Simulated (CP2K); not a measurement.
Crystal: CdS (Hawleyite).

```
Cd S
1.0
     4.12455    0.00000    0.00000
     2.06228    3.57197    0.00000
     2.06228    1.19066    3.36768
Cd S
1 1
Direct
  0.00000 0.00000 0.00000
  0.75000 0.75000 0.75000
```

Base run:

```yaml
Program: CP2K 2026.2
Functional: optB88-vdW
Potentials_or_basis: POTENTIAL_UZH Cd GTH-PBE-q12, S GTH-PBE-q6; TZVP-MOLOPT-PBE-GTH basis
Density_cutoff: 9184 eV
k_mesh: 8 × 8 × 8
Occupations: fermi-dirac, width 0.05 eV
Spin: no spin polarisation
```

Its results: band gap on the k mesh 1.06 eV, direct; pressure 3.4 GPa.

Problem. The run is repeated on the same cell with these changes: functional from optB88-vdW to AM05. What comes out?

Solution. Band gap on the k mesh 1.07 eV, direct; pressure 1.2 GPa.

Caveats: the potentials were made for another functional, which shifts forces and pressure; the basis of atomic orbitals isn't converged, which shifts pressures, moduli and gaps.

A k mesh can miss the band edges.

Not every run made on this cell is shown here.
